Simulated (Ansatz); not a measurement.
Runs of Ansatz 0.2.0 on Y. The structure is hexagonal, space group P6_3/mmc (No. 194). Conventional cell: a = 3.643 Å, b = 3.643 Å, c = 11.844 Å, α = 90.00°, β = 90.00°, γ = 120.00°. Around Y (site symmetry -6m2) lie 12 Y at 3.63 to 3.64 Å. Around Y (site symmetry -3m) lie 12 Y at 3.63 to 3.64 Å. 

```tsv
task	level	cutoff (eV)	basis error allowed	pressure (GPa)
single point	PBEsol	127	0.001 eV/atom	-3.5
band structure	LDA	118	0.002 eV/atom	(a)
band structure	PBEsol	117	0.002 eV/atom	-3.5
band structure	PBE	118	0.002 eV/atom	-1.7
```

Alike in all rows: potentials or basis all-electron LAPW, scalar-relativistic; no spin polarisation; cell as given; k mesh 8 × 8 × 3; smearing fermi-dirac 0.05 eV.

Q: Fill in the values left out.

A: (a) -5.2.

Not every run made on this cell is shown here.
